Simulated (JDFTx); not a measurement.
# CuO (Pm-3m) in JDFTx: notebook

The runs below take CuO through band structure, with PBE+U.

All numbers are computed with JDFTx 1.7.0 (patched build); they aren't measurements. Logs are shortened: lines on timing, memory, paths and dates and some standing lists are left out, and cuts for length are marked. The log counts tension as positive stress, the text compression.

## (1) Starting point

Symmetry: Pm-3m, No. 221, cubic system. Conventional cell: a = 2.553 Å, b = 2.553 Å, c = 2.553 Å, α = 90.00°, β = 90.00°, γ = 90.00°. Cu (site symmetry m-3m) is surrounded by 8 O at 2.21 Å. Around O (site symmetry m-3m) lie 8 Cu at 2.21 Å.

Measurements of this composition are mostly on another form, of space group No. 15.

## (2) Band structure, PBE+U

bands.in reads:

```
lattice \
    4.8236215721     0.0000000000     0.0000000000 \
    0.0000000000     4.8236215721     0.0000000000 \
    0.0000000000     0.0000000000     4.8236215721
coords-type Cartesian
ion Cu     0.0000000000     0.0000000000     0.0000000000 1
ion O      2.4118107861     2.4118107861     2.4118107861 1

ion-species pseudo/Cu.upf
ion-species pseudo/O.upf
elec-cutoff 46 368
elec-ex-corr gga-PBE
elec-smearing Fermi 0.0018374661
elec-n-bands 19
add-U Cu d 0.036749
electronic-minimize nIterations 30 energyDiffThreshold 1e-06
davidson-band-ratio 1.3
forces-output-coords Cartesian
include path.kpoints
symmetries none
fix-electron-density run.$VAR

dump-name bands.$VAR
dump End Ecomponents EigStats BandEigs Kpoints Forces
```

path.kpoints reads:

```
kpoint +0.0000000000 +0.0000000000 +0.0000000000 0.020000000000
kpoint +0.0000000000 +0.0833333333 +0.0000000000 0.020000000000
kpoint +0.0000000000 +0.1666666667 +0.0000000000 0.020000000000
kpoint +0.0000000000 +0.2500000000 +0.0000000000 0.020000000000
kpoint +0.0000000000 +0.3333333333 +0.0000000000 0.020000000000
kpoint +0.0000000000 +0.4166666667 +0.0000000000 0.020000000000
kpoint +0.0000000000 +0.5000000000 +0.0000000000 0.020000000000
kpoint +0.0833333333 +0.5000000000 +0.0000000000 0.020000000000
kpoint +0.1666666667 +0.5000000000 +0.0000000000 0.020000000000
kpoint +0.2500000000 +0.5000000000 +0.0000000000 0.020000000000
kpoint +0.3333333333 +0.5000000000 +0.0000000000 0.020000000000
kpoint +0.4166666667 +0.5000000000 +0.0000000000 0.020000000000
kpoint +0.5000000000 +0.5000000000 +0.0000000000 0.020000000000
kpoint +0.4444444444 +0.4444444444 +0.0000000000 0.020000000000
kpoint +0.3888888889 +0.3888888889 +0.0000000000 0.020000000000
kpoint +0.3333333333 +0.3333333333 +0.0000000000 0.020000000000
kpoint +0.2777777778 +0.2777777778 +0.0000000000 0.020000000000
kpoint +0.2222222222 +0.2222222222 +0.0000000000 0.020000000000
kpoint +0.1666666667 +0.1666666667 +0.0000000000 0.020000000000
kpoint +0.1111111111 +0.1111111111 +0.0000000000 0.020000000000
kpoint +0.0555555556 +0.0555555556 +0.0000000000 0.020000000000
kpoint +0.0000000000 +0.0000000000 +0.0000000000 0.020000000000
kpoint +0.0454545455 +0.0454545455 +0.0454545455 0.020000000000
kpoint +0.0909090909 +0.0909090909 +0.0909090909 0.020000000000
kpoint +0.1363636364 +0.1363636364 +0.1363636364 0.020000000000
kpoint +0.1818181818 +0.1818181818 +0.1818181818 0.020000000000
kpoint +0.2272727273 +0.2272727273 +0.2272727273 0.020000000000
kpoint +0.2727272727 +0.2727272727 +0.2727272727 0.020000000000
kpoint +0.3181818182 +0.3181818182 +0.3181818182 0.020000000000
kpoint +0.3636363636 +0.3636363636 +0.3636363636 0.020000000000
kpoint +0.4090909091 +0.4090909091 +0.4090909091 0.020000000000
kpoint +0.4545454545 +0.4545454545 +0.4545454545 0.020000000000
kpoint +0.5000000000 +0.5000000000 +0.5000000000 0.020000000000
kpoint +0.4500000000 +0.5000000000 +0.4500000000 0.020000000000
kpoint +0.4000000000 +0.5000000000 +0.4000000000 0.020000000000
kpoint +0.3500000000 +0.5000000000 +0.3500000000 0.020000000000
kpoint +0.3000000000 +0.5000000000 +0.3000000000 0.020000000000
kpoint +0.2500000000 +0.5000000000 +0.2500000000 0.020000000000
kpoint +0.2000000000 +0.5000000000 +0.2000000000 0.020000000000
kpoint +0.1500000000 +0.5000000000 +0.1500000000 0.020000000000
kpoint +0.1000000000 +0.5000000000 +0.1000000000 0.020000000000
kpoint +0.0500000000 +0.5000000000 +0.0500000000 0.020000000000
kpoint +0.0000000000 +0.5000000000 +0.0000000000 0.020000000000
kpoint +0.5000000000 +0.5000000000 +0.0000000000 0.020000000000
kpoint +0.5000000000 +0.5000000000 +0.0833333333 0.020000000000
kpoint +0.5000000000 +0.5000000000 +0.1666666667 0.020000000000
kpoint +0.5000000000 +0.5000000000 +0.2500000000 0.020000000000
kpoint +0.5000000000 +0.5000000000 +0.3333333333 0.020000000000
kpoint +0.5000000000 +0.5000000000 +0.4166666667 0.020000000000
kpoint +0.5000000000 +0.5000000000 +0.5000000000 0.020000000000
```

Potentials or basis: PseudoDojo-SR-PBE-0.5-standard with smoothed tails.

Launch:

```
jdftx -c 1 -i bands.in -o bands.out
```

Output:

```text
*************** JDFTx 1.7.0 (patched build) ***************

Input parsed successfully to the following command list (including defaults):
[... the input with its defaults ...]

---------- Initializing the Grid ----------
R =
[      4.82362            0            0  ]
[            0      4.82362            0  ]
[            0            0      4.82362  ]
unit cell volume = 112.233
G =
[    1.30259          0          0  ]
[          0    1.30259          0  ]
[          0          0    1.30259  ]
Minimum fftbox size, Smin = [  44  44  44  ]
Chosen fftbox size, S = [  48  48  48  ]

---------- Initializing tighter grid for wavefunction operations ----------
R =
[      4.82362            0            0  ]
[            0      4.82362            0  ]
[            0            0      4.82362  ]
unit cell volume = 112.233
G =
[    1.30259          0          0  ]
[          0    1.30259          0  ]
[          0          0    1.30259  ]
Minimum fftbox size, Smin = [  32  32  32  ]
Chosen fftbox size, S = [  32  32  32  ]

---------- Exchange Correlation functional ----------
Initalized PBE GGA exchange.
Initalized PBE GGA correlation.

---------- Setting up pseudopotentials ----------
Width of ionic core gaussian charges (only for fluid interactions / plotting) set to 0

Reading pseudopotential file 'pseudo/Cu.upf':
  'Cu' pseudopotential, 'PBE' functional
  Generated using ONCVPSP code by D. R. Hamann
  19 valence electrons, 4 orbitals, 6 projectors, 1001 radial grid points, with lMax = 2
    3S    l: 0   occupation:  2.0   eigenvalue: -4.215294
    3P    l: 1   occupation:  6.0   eigenvalue: -2.651240
    3D    l: 2   occupation: 10.0   eigenvalue: -0.185165
    4S    l: 0   occupation:  1.0   eigenvalue: -0.169411
  Core radius for overlap checks: 1.70 bohrs.

Reading pseudopotential file 'pseudo/O.upf':
  'O' pseudopotential, 'PBE' functional
  Generated using ONCVPSP code by D. R. Hamann
  6 valence electrons, 2 orbitals, 5 projectors, 936 radial grid points, with lMax = 2
    2S    l: 0   occupation:  2.0   eigenvalue: -0.880572
    2P    l: 1   occupation:  4.0   eigenvalue: -0.331869
  Core radius for overlap checks: 1.39 bohrs.

Initialized 2 species with 2 total atoms.

Folded 50 k-points by 1x1x1 to 50 k-points.

---------- Setting up k-points, bands, fillings ----------
No reducable k-points.
Computing the number of bands and number of electrons
Calculating initial fillings.
nElectrons:  25.000000   nBands: 19   nStates: 50

----- Setting up reduced wavefunction bases (one per k-point) -----
average nbasis = 1673.700 , ideal nbasis = 1672.440

---------- Setting up ewald sum ----------
Optimum gaussian width for ewald sums = 1.714398 bohr.
Real space sum over 1331 unit cells with max indices [  5  5  5  ]
Reciprocal space sum over 2197 terms with max indices [  6  6  6  ]

---------- Allocating electronic variables ----------
Reading n from file 'run.n' ... done
Reading rhoAtom from file 'run.rhoAtom' ... done
Initializing wave functions:  linear combination of atomic orbitals
Note: number of bands (19) exceeds available atomic orbitals (14)

----------- Band structure minimization -------------
Minimization will be done independently for each quantum number.

---- Minimization of quantum number:     0  [ +0.0000000 +0.0000000 +0.0000000 ]  0.040000000 ----
BandDavidson: Iter:   0  Eband: +0.084975846130556
BandDavidson: Iter:   1  Eband: +0.061693678312956  dEband: -2.328217e-02
BandDavidson: Iter:   2  Eband: +0.059095434374521  dEband: -2.598244e-03
BandDavidson: Iter:   3  Eband: +0.058917386063898  dEband: -1.780483e-04
[... 569 lines of inner loops ...]
BandDavidson: Iter:   4  Eband: +0.039364658715558  dEband: -4.162228e-06
BandDavidson: Iter:   5  Eband: +0.039364224947599  dEband: -4.337680e-07
BandDavidson: Converged (dEband<1.000000e-06)
	FillingsUpdate:  mu: +0.595179719  nElectrons: 25.000000
WARNING: these k-points are no uniform mesh, so that mu and the fillings of partly filled bands are only those of these points: take mu from the calculation that made the density or potential.

Dumping 'bands.eigStats' ...
	eMin: -3.530465 at state 42 ( [ +0.000000 +0.500000 +0.000000 ] spin 0 )
	HOMO: +0.594714 at state 47 ( [ +0.500000 +0.500000 +0.333333 ] spin 0 )
	mu  : +0.595180
	LUMO: +0.597338 at state 31 ( [ +0.454545 +0.454545 +0.454545 ] spin 0 )
	eMax: +1.598309 at state 9 ( [ +0.250000 +0.500000 +0.000000 ] spin 0 )
	HOMO-LUMO gap: +0.002624
	Optical gap  : +0.006538 at state 33 ( [ +0.450000 +0.500000 +0.450000 ] spin 0 )
Done!
[note: mu, HOMO and LUMO in a band run belong to the points of the path alone and aren't those of the crystal]
```

Wall time 11 s (1 thread of Arm Neoverse V1, shared host); peak memory 0.09 GiB.

What came out:

```
Band gap along the path : none (metal or under the smearing width)
```

Levels at the corners of the path, in eV from the Fermi level:
| point | band 11 | band 12 | band 13 | band 14 | band 15 |
| --- | --- | --- | --- | --- | --- |
| Γ | -1.85 | -1.85 | -1.85 | 1.35 | 16.32 |
| X | -1.30 | 0.47 | 0.47 | 7.04 | 8.74 |
| M | -2.41 | -1.37 | -1.03 | 5.71 | 12.16 |
| Γ | -1.85 | -1.85 | -1.85 | 1.35 | 16.32 |
| R | 0.39 | 0.39 | 0.39 | 7.20 | 7.20 |
| X | -1.30 | 0.47 | 0.47 | 7.04 | 8.74 |
| M | -2.41 | -1.37 | -1.03 | 5.71 | 12.16 |
| R | 0.39 | 0.39 | 0.39 | 7.20 | 7.20 |

Caveat: an odd number of electrons without spin polarisation forces a metal; a magnetic or distorted state may lie lower; the run has no spin polarisation, though such a crystal can be magnetic; U without spin polarisation on a metal has little footing.

## (3) Band structure, PBE+U

bands.in: that of step 2 with these lines changed.

```diff
@@ -14,3 +14,3 @@
 elec-n-bands 19
-add-U Cu d 0.036749
+add-U Cu d 0.073499
 electronic-minimize nIterations 30 energyDiffThreshold 1e-06
```

path.kpoints is that of step 2.

Potentials or basis: PseudoDojo-SR-PBE-0.5-standard with smoothed tails.

Launch:

```
jdftx -c 1 -i bands.in -o bands.out
```

It took 11 s on 1 thread of Arm Neoverse V1, shared host; peak memory 0.09 GiB.

It converged, with:

| Item | Value |
| --- | --- |
| Band gap along the path | none (metal or under the smearing width) |

Levels at the corners of the path, in eV from the Fermi level:
| point | band 10 | band 11 | band 12 | band 13 | band 14 | band 15 |
| --- | --- | --- | --- | --- | --- | --- |
| Γ | -2.02 | -2.01 | -2.01 | -2.01 | 1.48 | 16.47 |
| X | -1.93 | -1.42 | 0.48 | 0.48 | 7.17 | 8.86 |
| M | -2.58 | -2.58 | -1.55 | -0.98 | 5.88 | 12.28 |
| Γ | -2.02 | -2.01 | -2.01 | -2.01 | 1.48 | 16.47 |
| R | -1.51 | 0.39 | 0.39 | 0.39 | 7.35 | 7.35 |
| X | -1.93 | -1.42 | 0.48 | 0.48 | 7.17 | 8.86 |
| M | -2.58 | -2.58 | -1.55 | -0.98 | 5.88 | 12.28 |
| R | -1.51 | 0.39 | 0.39 | 0.39 | 7.35 | 7.35 |

Caveat: an odd number of electrons without spin polarisation forces a metal; a magnetic or distorted state may lie lower; the run has no spin polarisation, though such a crystal can be magnetic; U without spin polarisation on a metal has little footing.

## (4) Band structure, PBE+U

bands.in: that of step 3 with these lines changed.

```diff
@@ -14,3 +14,3 @@
 elec-n-bands 19
-add-U Cu d 0.073499
+add-U Cu d 0.110248
 electronic-minimize nIterations 30 energyDiffThreshold 1e-06
```

path.kpoints is that of step 3.

Launch:

```
jdftx -c 1 -i bands.in -o bands.out
```

Wall time 11 s (1 thread of Arm Neoverse V1, shared host); peak memory 0.09 GiB.

It converged, with:

| Item | Value |
| --- | --- |
| Band gap along the path | none (metal or under the smearing width) |

Levels at the corners of the path, in eV from the Fermi level:
```tsv
point	band 11	band 12	band 13	band 14	band 15
Γ	-1.96	-1.96	-1.96	1.61	16.61
X	-1.53	0.48	0.48	7.30	8.97
M	-2.78	-1.73	-0.93	6.04	12.39
Γ	-1.96	-1.96	-1.96	1.61	16.61
R	0.38	0.38	0.38	7.50	7.50
X	-1.53	0.48	0.48	7.30	8.97
M	-2.78	-1.73	-0.93	6.04	12.39
R	0.38	0.38	0.38	7.50	7.50
```

Caveat: an odd number of electrons without spin polarisation forces a metal; a magnetic or distorted state may lie lower; the run has no spin polarisation, though such a crystal can be magnetic; U without spin polarisation on a metal has little footing.

## (5) Band structure, PBE+U

bands.in: that of step 4 with these lines changed.

```diff
@@ -14,3 +14,3 @@
 elec-n-bands 19
-add-U Cu d 0.110248
+add-U Cu d 0.146997
 electronic-minimize nIterations 30 energyDiffThreshold 1e-06
```

path.kpoints is that of step 4.

Potentials or basis: PseudoDojo-SR-PBE-0.5-standard with smoothed tails.

Launch:

```
jdftx -c 1 -i bands.in -o bands.out
```

Output:

```text
*************** JDFTx 1.7.0 (patched build) ***************

Input parsed successfully to the following command list (including defaults):
[... the input with its defaults ...]

---------- Initializing the Grid ----------
R =
[      4.82362            0            0  ]
[            0      4.82362            0  ]
[            0            0      4.82362  ]
unit cell volume = 112.233
G =
[    1.30259          0          0  ]
[          0    1.30259          0  ]
[          0          0    1.30259  ]
Minimum fftbox size, Smin = [  44  44  44  ]
Chosen fftbox size, S = [  48  48  48  ]

---------- Initializing tighter grid for wavefunction operations ----------
R =
[      4.82362            0            0  ]
[            0      4.82362            0  ]
[            0            0      4.82362  ]
unit cell volume = 112.233
G =
[    1.30259          0          0  ]
[          0    1.30259          0  ]
[          0          0    1.30259  ]
Minimum fftbox size, Smin = [  32  32  32  ]
Chosen fftbox size, S = [  32  32  32  ]

---------- Exchange Correlation functional ----------
Initalized PBE GGA exchange.
Initalized PBE GGA correlation.

---------- Setting up pseudopotentials ----------
Width of ionic core gaussian charges (only for fluid interactions / plotting) set to 0

Reading pseudopotential file 'pseudo/Cu.upf':
  'Cu' pseudopotential, 'PBE' functional
  Generated using ONCVPSP code by D. R. Hamann
  19 valence electrons, 4 orbitals, 6 projectors, 1001 radial grid points, with lMax = 2
    3S    l: 0   occupation:  2.0   eigenvalue: -4.215294
    3P    l: 1   occupation:  6.0   eigenvalue: -2.651240
    3D    l: 2   occupation: 10.0   eigenvalue: -0.185165
    4S    l: 0   occupation:  1.0   eigenvalue: -0.169411
  Core radius for overlap checks: 1.70 bohrs.

Reading pseudopotential file 'pseudo/O.upf':
  'O' pseudopotential, 'PBE' functional
  Generated using ONCVPSP code by D. R. Hamann
  6 valence electrons, 2 orbitals, 5 projectors, 936 radial grid points, with lMax = 2
    2S    l: 0   occupation:  2.0   eigenvalue: -0.880572
    2P    l: 1   occupation:  4.0   eigenvalue: -0.331869
  Core radius for overlap checks: 1.39 bohrs.

Initialized 2 species with 2 total atoms.

Folded 50 k-points by 1x1x1 to 50 k-points.

---------- Setting up k-points, bands, fillings ----------
No reducable k-points.
Computing the number of bands and number of electrons
Calculating initial fillings.
nElectrons:  25.000000   nBands: 19   nStates: 50

----- Setting up reduced wavefunction bases (one per k-point) -----
average nbasis = 1673.700 , ideal nbasis = 1672.440

---------- Setting up ewald sum ----------
Optimum gaussian width for ewald sums = 1.714398 bohr.
Real space sum over 1331 unit cells with max indices [  5  5  5  ]
Reciprocal space sum over 2197 terms with max indices [  6  6  6  ]

---------- Allocating electronic variables ----------
Reading n from file 'run.n' ... done
Reading rhoAtom from file 'run.rhoAtom' ... done
Initializing wave functions:  linear combination of atomic orbitals
Note: number of bands (19) exceeds available atomic orbitals (14)

----------- Band structure minimization -------------
Minimization will be done independently for each quantum number.

---- Minimization of quantum number:     0  [ +0.0000000 +0.0000000 +0.0000000 ]  0.040000000 ----
BandDavidson: Iter:   0  Eband: +0.078602488461843
BandDavidson: Iter:   1  Eband: +0.055604405446077  dEband: -2.299808e-02
BandDavidson: Iter:   2  Eband: +0.052949812137968  dEband: -2.654593e-03
BandDavidson: Iter:   3  Eband: +0.052778517376835  dEband: -1.712948e-04
[... 563 lines of inner loops ...]
BandDavidson: Iter:   4  Eband: +0.033190140100671  dEband: -4.265496e-06
BandDavidson: Iter:   5  Eband: +0.033189687936558  dEband: -4.521641e-07
BandDavidson: Converged (dEband<1.000000e-06)
	FillingsUpdate:  mu: +0.581143029  nElectrons: 25.000000
WARNING: these k-points are no uniform mesh, so that mu and the fillings of partly filled bands are only those of these points: take mu from the calculation that made the density or potential.

Dumping 'bands.eigStats' ...
	eMin: -3.515391 at state 42 ( [ +0.000000 +0.500000 +0.000000 ] spin 0 )
	HOMO: +0.580687 at state 8 ( [ +0.166667 +0.500000 +0.000000 ] spin 0 )
	mu  : +0.581143
	LUMO: +0.583030 at state 31 ( [ +0.454545 +0.454545 +0.454545 ] spin 0 )
	eMax: +1.599874 at state 9 ( [ +0.250000 +0.500000 +0.000000 ] spin 0 )
	HOMO-LUMO gap: +0.002343
	Optical gap  : +0.006807 at state 33 ( [ +0.450000 +0.500000 +0.450000 ] spin 0 )
Done!
[note: mu, HOMO and LUMO in a band run belong to the points of the path alone and aren't those of the crystal]
```

It took 11 s on 1 thread of Arm Neoverse V1, shared host; peak memory 0.09 GiB.

What came out:

```
Band gap along the path : none (metal or under the smearing width)
```

Levels at the corners of the path, in eV from the Fermi level:
```tsv
point	band 11	band 12	band 13	band 14	band 15
Γ	-1.90	-1.90	-1.90	1.73	16.75
X	-1.63	0.49	0.49	7.42	9.08
M	-2.98	-1.93	-0.88	6.20	12.50
Γ	-1.90	-1.90	-1.90	1.73	16.75
R	0.38	0.38	0.38	7.64	7.64
X	-1.63	0.49	0.49	7.42	9.08
M	-2.98	-1.93	-0.88	6.20	12.50
R	0.38	0.38	0.38	7.64	7.64
```

Caveat: an odd number of electrons without spin polarisation forces a metal; a magnetic or distorted state may lie lower; the run has no spin polarisation, though such a crystal can be magnetic; U without spin polarisation on a metal has little footing.

## (6) Band structure, PBE+U

bands.in: that of step 5 with these lines changed.

```diff
@@ -14,3 +14,3 @@
 elec-n-bands 19
-add-U Cu d 0.146997
+add-U Cu d 0.220496
 electronic-minimize nIterations 30 energyDiffThreshold 1e-06
```

path.kpoints is that of step 5.

Potentials or basis: PseudoDojo-SR-PBE-0.5-standard with smoothed tails.

Launch:

```
jdftx -c 1 -i bands.in -o bands.out
```

It took 11 s on 1 thread of Arm Neoverse V1, shared host; peak memory 0.09 GiB.

The run converged. Its results:

- Band gap along the path: none (metal or under the smearing width)

Levels at the corners of the path, in eV from the Fermi level:
```tsv
point	band 11	band 12	band 13	band 14	band 15
Γ	-1.80	-1.80	-1.80	1.96	17.01
X	-1.83	0.50	0.50	7.66	9.29
M	-3.42	-2.33	-0.78	6.51	12.72
Γ	-1.80	-1.80	-1.80	1.96	17.01
R	0.37	0.37	0.37	7.91	7.91
X	-1.83	0.50	0.50	7.66	9.29
M	-3.42	-2.33	-0.78	6.51	12.72
R	0.37	0.37	0.37	7.91	7.91
```

Caveat: an odd number of electrons without spin polarisation forces a metal; a magnetic or distorted state may lie lower; the run has no spin polarisation, though such a crystal can be magnetic; U without spin polarisation on a metal has little footing.

(Part 1 of 2 ends here.)
